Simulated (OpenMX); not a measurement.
Runs of OpenMX 3.8.5 on Cu. It takes space group Fm-3m (No. 225, cubic). Conventional cell: a = 3.615 Å, b = 3.615 Å, c = 3.615 Å, α = 90.00°, β = 90.00°, γ = 90.00°. Around Cu (site symmetry m-3m) lie 12 Cu at 2.56 Å. 

```tsv
task	level	potentials or basis	k mesh	max SCF cycles	grid points, held for all volumes	pressure (GPa)
band structure	PBE	OpenMX 2013 PBE set, Cu6.0H-s3p2d2f1, grid cutoff 500 Ry	9 × 9 × 9	100	-	3.9
band structure	PBE	OpenMX 2013 PBE set, Cu6.0H-s3p2d2, grid cutoff 500 Ry	9 × 9 × 9	100	-	4.4
band structure	LDA	OpenMX 2013 LDA set, Cu6.0H-s3p2d2, grid cutoff 500 Ry	13 × 13 × 13	100	-	(a)
band structure	PBE	OpenMX 2013 PBE set, Cu6.0H-s2p2d1, grid cutoff 500 Ry	9 × 9 × 9	100	-	3.5
```

Alike in all rows: no spin polarisation; cell as given; smearing fermi-dirac 0.05 eV.

Task: Estimate the missing entries.

Result: (a) -11.4.

Caveats: the basis of atomic orbitals isn't converged, which shifts pressures, moduli and gaps; the transition metal has a single d function, too few for pressures, volumes and moments (some runs).
